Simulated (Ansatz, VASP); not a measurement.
I: VASP beside Ansatz

INCAR

```
SYSTEM = I
PREC = Accurate
ENCUT = 520
EDIFF = 1E-6
ISMEAR = 0
SIGMA = 0.1
LREAL = .False.
LASPH = .True.
NELM = 100
ALGO = Normal
ISIF = 2
LWAVE = .False.
LCHARG = .False.
GGA = PS
NBANDS = 10
```

The input KPOINTS:

```
regular mesh
0
Gamma
  18 18 18
  0 0 0
```

POSCAR

```
I
1.0
   -1.5823248557      1.5823248557      4.2361484902
    1.5823248557     -1.5823248557      4.2361484902
    1.5823248557      1.5823248557     -4.2361484902
I
1
Direct
    0.0000000000      0.0000000000      0.0000000000
```

Input for Ansatz:

```yaml
crystal:
  lattice:
    - [-1.5823248557, 1.5823248557, 4.2361484902]
    - [1.5823248557, -1.5823248557, 4.2361484902]
    - [1.5823248557, 1.5823248557, -4.2361484902]
  atoms:
    - { symbol: I, position: [0.0, 0.0, 0.0] }
basis:
  ecutwfc: 420
kpoints:
  mp_grid: { grid: [18, 18, 18] }
hamiltonian:
  xc: pbesol
scf:
  occupations: { method: gaussian, width: 0.1 }
output:
  forces: true
  stress: true
  eigenvalues: true
  populations: true
```

Alike in both runs: task single point; functional PBEsol; k mesh 18 × 18 × 18; occupations gaussian, width 0.1 eV; no spin polarisation.

```csv
,VASP,Ansatz
version,VASP 6.6.1,Ansatz 0.2.0
potentials or method,"VASP PAW PBE potentials, release 64 (I)","scalar-relativistic, plane waves, PAW"
plane-wave cutoff (eV),520,420
valence electrons in the cell,7,17
```

|  | VASP | Ansatz | Ansatz less VASP |
| --- | --- | --- | --- |
| gap on the k mesh at the Fermi level (eV) | none | none | - |
| pressure (GPa) | 0.1 | 0.1 | 0.00 |
| largest component of the traceless stress (GPa) | 0.71 | 0.72 | +0.001 |

A gap of «none» marks a metal or a gap that the smearing closes. The functional is the same, so the differences come from potentials, cutoffs and numerics. The two sets of potentials don't hold the same shells in valence.

Caveats: the PAW data sets were made with another functional, which shifts forces and pressure a little (VASP); an odd number of electrons without spin polarisation forces a metal; a magnetic or distorted state may lie lower. The runs have no spin-orbit coupling, so splittings on I are missing.
